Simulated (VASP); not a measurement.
Here is a VASP 6.6.1 calculation.

INCAR

```
PREC = Accurate
ENCUT = 600
EDIFF = 1E-6
ISMEAR = -1
SIGMA = 0.05
LREAL = False
LASPH = True
NELM = 80
ALGO = Normal
ISIF = 3
LWAVE = False
LCHARG = False
GGA = PE
IVDW = 13
IBRION = 2
NSW = 40
EDIFFG = -0.01
```

Contents of KPOINTS:

```
regular mesh
0
Gamma
  13 13 13
```

The input POSCAR:

```
Cu
1.0
    0.0000000000      1.8075000000      1.8075000000
    1.8075000000      0.0000000000      1.8075000000
    1.8075000000      1.8075000000      0.0000000000
Cu
1
Direct
    0.0000000000      0.0000000000      0.0000000000
```

Potentials or basis: VASP PAW PBE potentials, release 64 (Cu).

Launch:

```sh
$ cat potpaw_PBE.64/Cu/POTCAR > POTCAR
$ mpirun -np 1 vasp_std > vasp.out
```

(1) Predict the relaxed cell.

(2) Predict the dispersion energy per atom.

(3) What does it give for the relaxed volume?

## Answers

(1) a = 2.529 Å, b = 2.529 Å, c = 2.529 Å, α = 60.00°, β = 60.00°, γ = 60.00°.

(2) -0.578 eV.

(3) 11.44 Å³/atom.

Caveat: pairwise dispersion overbinds metals, which lowers pressure and volume.
